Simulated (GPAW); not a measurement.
# CoPtO2 (R-3m) in GPAW: single point with LDA

Aim: the single point of CoPtO2 with LDA.

All numbers are computed with GPAW 26.7.0; they aren't measurements. Logs are shortened: lines on timing, memory, paths and dates and some standing lists are left out, and cuts for length are marked. The log counts tension as positive stress, the text compression.

## Step 1: The structure

Symmetry: R-3m, No. 166, trigonal system. The conventional cell has a = 2.825 Å, b = 2.825 Å, c = 17.818 Å, α = 90.00°, β = 90.00°, γ = 120.00°. Pt (site symmetry -3m) is surrounded by 2 O at 2.00 Å. Co (site symmetry -3m) has 6 O at 1.90 Å as nearest neighbours. O (site symmetry 3m) is surrounded by 3 Co at 1.90 Å and 1 Pt at 2.00 Å.

The cell is a database's computed one.

## Step 2: Single point, LDA, collinear spin, ferromagnetic start

File run.py:

```python
from ase.dft.bandgap import bandgap
from ase.io import read, write
from ase.units import GPa
from gpaw import GPAW, PW

atoms = read('CoPtO2.cif')
atoms.set_initial_magnetic_moments([0.0, 3.0, 0.0, 0.0])

calc = GPAW(mode=PW(600),
            xc='LDA',
            kpts={'size': (8, 8, 8), 'gamma': True},
            occupations={'name': 'fermi-dirac', 'width': 0.05},
            nbands=35,
            maxiter=120,
            txt='gpaw.txt')
atoms.calc = calc
energy = atoms.get_potential_energy()
forces = atoms.get_forces()
stress = atoms.get_stress()
calc.write('gs.gpw')
write('result.traj', atoms)
print(f'Energy: {energy:.6f} eV')
print('Forces (eV/A):')
print(forces.round(4))
print('Stress (GPa):', (stress / GPa).round(3))
print('Moments:', calc.get_magnetic_moments().round(3))
print('Fermi level:', round(calc.get_fermi_level(), 4), 'eV')
print(f'Gap: {bandgap(calc)[0]:.4f} eV, direct: {bandgap(calc, direct=True)[0]:.4f} eV')
```

File CoPtO2.cif:

```cif
data_CoPtO2
_cell_length_a 6.15919514
_cell_length_b 6.15919514
_cell_length_c 6.15919514
_cell_angle_alpha 26.51108581
_cell_angle_beta 26.51108581
_cell_angle_gamma 26.51108581
_space_group_name_H-M_alt 'P1'
_space_group_name_Hall 'P 1'
_space_group_IT_number 1
loop_
_space_group_symop_operation_xyz
'x,y,z'
loop_
_atom_site_label
_atom_site_type_symbol
_atom_site_symmetry_multiplicity
_atom_site_Wyckoff_symbol
_atom_site_fract_x
_atom_site_fract_y
_atom_site_fract_z
_atom_site_occupancy
Pt1 Pt 1 a 0.0000000000 0.0000000000 0.0000000000 1
Co1 Co 1 a 0.5000000000 0.5000000000 0.5000000000 1
O1 O 1 a 0.1122440300 0.1122440300 0.1122440300 1
O2 O 1 a 0.8877559700 0.8877559700 0.8877559700 1
```

Potentials or basis: the program's PAW data sets (release 1.2.1) made for this functional, pw.

Command:

```bash
$ OMP_NUM_THREADS=1 python run.py
```

gpaw.txt:

```text
__  _  _
 | _ |_)|_||  |
 |__||  | ||/\| - 26.7.0

Input parameters:
  mode=PW(ecut=600.0),
  kpts=MonkhorstPack(size=(8, 8, 8), gamma=True),
  maxiter=120,
  nbands=35,
  occupations=Occupations(name='fermi-dirac', width=0.05),
  xc=XC(name='LDA')

Diagonalizing LCAO Hamiltonian
Converting LCAO to pw mode

                                               O

                              Co

            O
       Pt

Atoms  # Å, Bohr magnetons
|   | symbol |         x |        y |        z |    initial magnetic moments |
|---|--------|-----------|----------|----------|-----------------------------|
| 0 |     Pt |  0.000000 | 0.000000 | 0.000000 | ( 0.0000,  0.0000,  0.0000) |
| 1 |     Co |  8.591141 | 2.023822 | 1.211697 | ( 0.0000,  0.0000,  3.0000) |
| 2 |      O |  1.928609 | 0.454324 | 0.272011 | ( 0.0000,  0.0000,  0.0000) |
| 3 |      O | 15.253674 | 3.593321 | 2.151382 | ( 0.0000,  0.0000,  0.0000) |

Unit cell  # Å
| periodic |        x |        y |        z |  lengths |    angles |
|----------|----------|----------|----------|----------|-----------|
|      yes | 6.159195 | 0.000000 | 0.000000 | 6.159195 | 26.511086 |
|      yes | 5.511544 | 2.749286 | 0.000000 | 6.159195 | 26.511086 |
|      yes | 5.511544 | 1.298359 | 2.423394 | 6.159195 | 26.511086 |

Number of symmetries: 12
Symmetry operations  # r_c * U_cc + t_c -> r_c
|    | kind |            matrix            |
|----|------|------------------------------|
|  0 |  E   |  1, 0, 0,  0, 1, 0,  0, 0, 1 |
|  1 |  σ   |  1, 0, 0,  0, 0, 1,  0, 1, 0 |
|  2 |  σ   |  0, 1, 0,  1, 0, 0,  0, 0, 1 |
|  3 |  C3  |  0, 1, 0,  0, 0, 1,  1, 0, 0 |
|  4 |  C3  |  0, 0, 1,  1, 0, 0,  0, 1, 0 |
|  5 |  σ   |  0, 0, 1,  0, 1, 0,  1, 0, 0 |
|  6 |  C2  |  0, 0,-1,  0,-1, 0, -1, 0, 0 |
|  7 |  S6  |  0, 0,-1, -1, 0, 0,  0,-1, 0 |
|  8 |  S6  |  0,-1, 0,  0, 0,-1, -1, 0, 0 |
|  9 |  C2  |  0,-1, 0, -1, 0, 0,  0, 0,-1 |
| 10 |  C2  | -1, 0, 0,  0, 0,-1,  0,-1, 0 |
| 11 |  i   | -1, 0, 0,  0,-1, 0,  0, 0,-1 |

BZ-sampling:
  Number of BZ points: 512
  Number of IBZ points: 65

  Monkhorst-Pack size: [8, 8, 8]
  Monkhorst-Pack shift: [0.0625, 0.0625, 0.0625]

K-points  # in reciprocal-cell coordinates
|     |                                coordinates |     weight |
|-----|--------------------------------------------|------------|
|   0 | (  0.00000000,   0.00000000,   0.00000000) | 0.00195312 |
|   1 | (  0.12500000,   0.00000000,  -0.12500000) | 0.01171875 |
|   2 | (  0.12500000,   0.00000000,   0.00000000) | 0.01171875 |
|   3 | (  0.12500000,   0.12500000,  -0.12500000) | 0.01171875 |
|   4 | (  0.12500000,   0.12500000,   0.00000000) | 0.01171875 |
|   5 | (  0.12500000,   0.12500000,   0.12500000) | 0.00390625 |
|   6 | (  0.25000000,  -0.12500000,  -0.12500000) | 0.01171875 |
|   7 | (  0.25000000,   0.00000000,  -0.25000000) | 0.01171875 |
|   8 | (  0.25000000,   0.00000000,  -0.12500000) | 0.02343750 |
|   9 | (  0.25000000,   0.00000000,   0.00000000) | 0.01171875 |
| ... |                                            |            |
|  64 | (  0.50000000,   0.50000000,   0.50000000) | 0.00195312 |

Plane wave coefficients: 1403
Cutoff: 600.0 eV

Spin-components: 2 (collinear spins)
Bands:           35
Projectors:      22
Spin-degeneracy: 1
Datatype:        complex128

Parallelization:
  kpt:    1
  domain: 1
  band:   1

Density:
  Valence electrons: 37.0
  Components: 2
  Grid points: [35 35 35]
  Charge: 0.0  # |e|

Potential:
  Grid points: [35 35 35]

species:
  Pt:
    name:    Platinum
    Z:       78.0
    valence: 16
    core:    62
    charge:  0.0  # [|e|]
    compensation charges:
      type: gauss
      rc: 0.41  # [Å]
      lmax: 2
    cutoffs:
      filter: 2.26  # [Å]
      core: 2.26  # [Å]
    projectors
    | kind |    occ | energy [eV] | rcut [Å] |
    |------|--------|-------------|----------|
    |   6s |  1.000 |      -5.930 |    1.307 |
    |   5p |  6.000 |     -56.318 |    1.371 |
    |   6p |  0.000 |      -0.962 |    1.371 |
    |   5d |  9.000 |      -6.387 |    1.307 |
    |    s |        |      21.281 |    1.307 |
    |    d |        |      20.825 |    1.307 |

    Using partial waves for Pt as LCAO basis

  Co:
    name:    Cobalt
    Z:       27.0
    valence: 9
    core:    18
    charge:  0.0  # [|e|]
    compensation charges:
      type: gauss
      rc: 0.32  # [Å]
      lmax: 2
    cutoffs:
      filter: 1.87  # [Å]
      core: 2.55  # [Å]
    projectors
    | kind |    occ | energy [eV] | rcut [Å] |
    |------|--------|-------------|----------|
    |   4s |  2.000 |      -5.672 |    1.005 |
    |   4p |  0.000 |      -1.387 |    1.058 |
    |   3d |  7.000 |      -8.461 |    1.005 |
    |    s |        |      21.539 |    1.005 |
    |    p |        |      25.825 |    1.058 |
    |    d |        |      18.750 |    1.005 |

    Using partial waves for Co as LCAO basis

  O:
    name:    Oxygen
    Z:       8.0
    valence: 6
    core:    2
    charge:  0.0  # [|e|]
    compensation charges:
      type: gauss
      rc: 0.21  # [Å]
      lmax: 2
    cutoffs:
      filter: 1.17  # [Å]
      core: 0.83  # [Å]
    projectors
    | kind |    occ | energy [eV] | rcut [Å] |
    |------|--------|-------------|----------|
    |   2s |  2.000 |     -23.752 |    0.688 |
    |   2p |  4.000 |      -9.195 |    0.598 |
    |    s |        |       3.459 |    0.688 |
    |    p |        |      18.016 |    0.598 |
    |    d |        |       0.000 |    0.619 |

    Using partial waves for O as LCAO basis

Reference energy: -541990.831710  # eV

eigensolver:
  PPCG
  Converge bands: occupied
  niter=2

density mixing:
  MSR1-Mixer
  Pratt-step length: 0.05
  Maximum mixing coefficient: 0.75
  Old densities: 10
  SVD Regularization: 0.005
  Good broyden scale: 1.0
  Trust region scale: 1.0
  Backstep threshold: 4.0
  History deletion threshold: 6.0
  Fourier metric: weight=20.0, sigma=0.015

occupation numbers:
  Fermi-Dirac:
    width: 0.0500  # eV

poisson solver:
  ecut: 4800.0  # eV

xc functional:
  name: None

convergence criteria:
- Maximum [total energy] change in last 3 cyles: 0.0005 eV / valence electron
- Maximum integral of absolute [dens]ity change: 0.0001 electrons / valence electron
- Maximum integral of absolute [eigenst]ate change: 4e-08 eV^2 / valence electron
maximum number of iterations: 120

SCF iterations
|iter     | |      energy | eigst |  dens |  magmom |
|---------|-|-------------|-------|-------|---------|
|iter:   1| |  -37.206959 | +0.29 |       |  +3.0013|
|iter:   2| |  -33.456335 | -1.52 | -0.68 |  +2.9196|
|iter:   3| |  -32.738759 | -2.63 | -1.00 |  +2.9034|
|iter:   4| |  -32.157458 | -2.17 | -1.03 |  +2.7913|
|iter:   5| |  -32.066516 | -2.95 | -1.01 |  +2.5485|
|iter:   6| |  -32.503393 | -2.65 | -1.17 |  +1.7067|
|iter:   7| |  -32.900344 | -2.32 | -1.16 |  +0.6978|
|iter:   8| |  -32.926182 | -2.83 | -1.35 |  -0.1863|
|iter:   9| |  -32.780508 | -3.01 | -1.43 |  +0.1054|
|iter:  10| |  -32.798052 | -3.50 | -1.95 |  -0.2075|
|iter:  11| |  -32.799327 | -4.15 | -2.05 |  -0.0175|
|iter:  12| |  -32.799973c| -4.89 | -2.63 |  -0.0355|
|iter:  13| |  -32.800020c| -5.94 | -2.93 |  -0.0084|
|iter:  14| |  -32.800018c| -6.72 | -3.36 |  -0.0021|
|iter:  15| |  -32.800015c| -7.42c| -3.74 |  +0.0007|
|iter:  16| |  -32.800013c| -7.73c| -4.11c|  -0.0005|

Converged in 16 steps
Energy contributions relative to reference atoms: (reference = -541990.831710)

Energy contributions:
  Kinetic:          11.820172
  Coulomb:         -12.961774
  Zero:             -0.369269
  External:          0.000000
  Xc:              -31.284741
  Entropy:          -0.008804
  Spinorbit:         0.000000
  ----------------------------
  Free energy:     -32.804415
  Extrapolated:    -32.800013

dipole moment: (-59.113609, -13.925443, -8.337399)  # |e|*Ang

Total magnetic moment: (0.000000, 0.000000, -0.000510)

Local magnetic moments
|        x |        y |         z |
|----------|----------|-----------|
| 0.000000 | 0.000000 | -0.000096 |  # Pt   0
| 0.000000 | 0.000000 | -0.000452 |  # Co   1
| 0.000000 | 0.000000 |  0.000000 |  # O    2
| 0.000000 | 0.000000 |  0.000000 |  # O    3

Fermi level: 9.080
Eigenvalues  # (at kpt = [0.000, 0.000, 0.000])
| band index |      eig [eV] | occ [0-1] |      eig [eV] | occ [0-1] |
|------------|---------------|-----------|---------------|-----------|
|          0 |       -44.107 |     1.000 |       -44.107 |     1.000 |
|        ... |               |           |               |           |
|         11 |         5.988 |     1.000 |         5.988 |     1.000 |
|         12 |         6.163 |     1.000 |         6.163 |     1.000 |
|         13 |         6.163 |     1.000 |         6.163 |     1.000 |
|         14 |         7.448 |     1.000 |         7.447 |     1.000 |
|         15 |         7.449 |     1.000 |         7.449 |     1.000 |
|         16 |         7.705 |     1.000 |         7.705 |     1.000 |
[... 8 lines left out ...]
|         25 |        25.291 |     0.000 |        25.291 |     0.000 |
|         26 |        26.507 |     0.000 |        26.507 |     0.000 |
|        ... |               |           |               |           |
|         34 |        33.371 |     0.000 |        33.368 |     0.000 |

No gap
No difference between direct/indirect transitions

Forces  # eV/Ang
|        x |        y |        z |
|----------|----------|----------|
|  0.00000 | -0.00000 |  0.00000 |  # Pt   0
| -0.00000 |  0.00000 |  0.00000 |  # Co   1
| -0.15928 | -0.03752 | -0.02246 |  # O    2
|  0.15928 |  0.03752 |  0.02246 |  # O    3

Stress tensor  # eV/Ang^3
|        x |        y |        z |
|----------|----------|----------|
| 0.126264 | 0.008026 | 0.004806 |
| 0.008026 | 0.094082 | 0.001132 |
| 0.004806 | 0.001132 | 0.092869 |

# Writing to gs.gpw (mode='')
```

It took 7.3 min on 1 thread of AMD EPYC 7R13 (Zen 3), shared host; peak memory 0.38 GiB.

What came out:

| Property | Result |
| --- | --- |
| Free energy | -32.8044 eV |
| Pressure | -16.7 GPa |
| Largest force | 0.165 eV/Å |
| Band gap on the k mesh | none (metal or under the smearing width) |
| Net moment | 0.00 μB per cell |

Forces in eV/Å, atoms in the order of the input:
```
Pt   0.000  0.000  0.000
Co   0.000  0.000  0.000
O   -0.159 -0.038 -0.022
O    0.159  0.038  0.022
```

Caveat: the cutoff is short for stress and forces, so pressures can be off by a GPa or more; the starting moments collapsed, and a magnetic state may lie lower; so large a pressure means that the cell lies far from this level's equilibrium, or that cutoff or potentials fall short; semilocal functionals often make such compounds metallic where correlation or magnetic order opens a gap, which also shifts bond lengths; the program warned that so skewed a cell can give wrong results.
